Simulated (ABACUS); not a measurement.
Nb:

```
Nb
1.0
    -1.66395    1.66395    1.66395
     1.66395   -1.66395    1.66395
     1.66395    1.66395   -1.66395
Nb
1
Direct
  0.00000 0.00000 0.00000
```

Base run:

* Program: ABACUS 3.10.1
* Functional: revPBE
* Potentials or basis: PseudoDojo NC SR 0.5 PBE standard
* Cutoff: 1116 eV
* Density cutoff: 4463 eV
* Basis: plane waves
* k mesh: 9 × 9 × 9
* Occupations: fermi-dirac, width 0.05 eV
* Spin: no spin polarisation

Its results: band gap on the k mesh none (metal or under the smearing width); pressure -0.6 GPa.

Q: The run is repeated on the same cell with these changes: functional from revPBE to AM05. What comes out?

A: Band gap on the k mesh none (metal or under the smearing width); pressure -8.9 GPa.

AM05 binds more tightly than revPBE, so the same cell stands under less pressure.

Caveats: the potentials were made for another functional, which shifts forces and pressure.

Not every run made on this cell is shown here.
